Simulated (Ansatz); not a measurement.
**BN: what a set of calculations says**

Plane-wave DFT in Ansatz with scalar-relativistic PAW potentials. The crystal relaxes under PBE to R3m with a = 2.512 Å, c = 12.538 Å, 11.42 Å³/atom. No spin polarisation. This form isn't the usual stable structure of the compound.

```yaml
crystal:
  lattice:
    - [1.25607, 0.72519, 4.17929]
    - [-1.25607, 0.72519, 4.17929]
    - [0.00000, -1.45039, 4.17929]
  atoms:
    - { symbol: B, position: [0.99956, 0.99956, 0.99956] }
    - { symbol: N, position: [0.33288, 0.33288, 0.33288] }
```

Each line comes from a run of its own, at the level named and at that level's relaxed cell.

- Bands. PBE+D3(BJ): gap 4.16 eV, indirect; electron mass 0.52 mₑ, top hole band's mass 0.92 mₑ.
- Compression. PBE+D3(BJ): B0 = 28 GPa, B' = 11.0.
- Zone-centre modes and screening. LDA: 758, 1387 (×2) cm⁻¹; mean ε∞ 4.24, mean ε0 5.6.
- Under pressure. PBEsol: at 90 GPa the volume is 52.2 % of its rest value, relaxed within the start's symmetry (group found there: F-43m).

Gaps are Kohn–Sham gaps. All values are for 0 K without zero-point motion.

The cell holds layers, and where no dispersion correction was added their binding is poorly described.